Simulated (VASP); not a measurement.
From an Ansatz input to VASP: GaAs (strained zincblende)

Ansatz input

```yaml
crystal:
  lattice:
    - [0.0, 2.8897467974, 2.7844347822]
    - [2.8897467974, 0.0, 2.7844347822]
    - [2.8897467974, 2.8897467974, 0.0]
  atoms:
    - { symbol: Ga, position: [0.0, 0.0, 0.0] }
    - { symbol: As, position: [0.25, 0.25, 0.25] }
kpoints:
  mp_grid: { grid: [8, 8, 8] }
  band_path:
    path:
      - [0.0, 0.0, 0.0]
      - [-0.5, -0.5, 0.0]
      - [-0.375, -0.375, 0.25]
      - [-0.375, 0.0, 0.375]
      - [0.0, 0.0, 0.5]
      - [-0.5, -0.25, 0.25]
    npoints: 1
hamiltonian:
  xc: pbe
scf:
  occupations: { method: fermi_dirac, width: 0.02 }
  n_extra_bands: 4
output:
  forces: true
  stress: true
  eigenvalues: true
```

Write VASP inputs for this cell and level of theory.



INCAR

```
ENCUT = 520
LWAVE = .FALSE.
LREAL = .FALSE.
NELM = 120
NSW = 0
ISIF = 2
LASPH = .TRUE.
SIGMA = 0.02
LELF = .TRUE.
EDIFF = 1E-7
GGA = PE
NBANDS = 16
PREC = Accurate
IBRION = -1
LCHARG = .TRUE.
ISMEAR = -1
```

KPOINTS

```
KPOINTS created by Atomic Simulation Environment
0
Gamma
8 8 8
0 0 0
```

KPOINTS_OPT

```
special points
6
Reciprocal
0.0000000000 0.0000000000 0.0000000000 1
-0.5000000000 -0.5000000000 0.0000000000 1
-0.3750000000 -0.3750000000 0.2500000000 1
-0.3750000000 0.0000000000 0.3750000000 1
0.0000000000 0.0000000000 0.5000000000 1
-0.5000000000 -0.2500000000 0.2500000000 1
```

POSCAR

```
Ga As
 1.0000000000000000
     0.0000000000000000    2.8897467974000000    2.7844347822000000
     2.8897467974000000    0.0000000000000000    2.7844347822000000
     2.8897467974000000    2.8897467974000000    0.0000000000000000
 Ga  As
   1   1
Cartesian
  0.0000000000000000  0.0000000000000000  0.0000000000000000
  1.4448733987000002  1.4448733987000002  1.3922173910999998
```

VASP ran with the recommended PBE PAW datasets (18 valence electrons in the cell). Other inputs would serve too.

```
                            Ansatz     VASP
gap between bands v and c  0.16 eV  0.16 eV
         least direct gap  0.16 eV  0.16 eV
                 pressure  1.2 GPa  1.4 GPa
```

Each program uses its own PAW datasets. VASP's cell holds 18 valence electrons and Ansatz's 28. Ansatz's stress includes a Pulay correction; VASP's doesn't.
